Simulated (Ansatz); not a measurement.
What DFT gives for TiS₂

```
CELL_PARAMETERS angstrom
3.38647 0.00000 0.00000
-1.69323 2.93277 0.00000
0.00000 0.00000 5.75010
ATOMIC_POSITIONS crystal
Ti 0.00000 0.00000 0.00000
S 0.33330 0.66670 0.25520
S 0.66670 0.33330 0.74480
```

The numbers come from plane-wave PAW DFT (Ansatz): PBE, no spin polarisation, 420 eV, 11×11×6 Γ-centred k points, fermi-dirac occupations (width 0.021 eV). Nothing was relaxed.

Describe some of the short contacts.

Ti–S at 2.44 Å: least valence density 0.44 e/Å³ and ELF 0.38 there. Both are smooth PAW fields, read partly inside the augmentation spheres.

What happens at the Fermi level?

It is a metal, with about 0.39 states/eV a cell as the mean within 0.25 eV of the Fermi level, mostly Ti d (52 %) and S p (44 %).

What does the stress say?

The pressure is -0.9 GPa (compression positive), so with the atoms held at these fractions the cell would first shrink. The principal stresses -2.0, -0.3, -0.3 GPa differ, so its shape would change too.

Which atom feels the largest force, and which way?

The largest is on S2 (and as large on other atoms): 0.54 eV/Å, components (0.00, 0.00, -0.54). It makes 53° with the line to a nearest neighbour, Ti1 at 2.44 Å.

Origin: a known structure type with other elements, at an estimated volume, so it need not be a known compound.
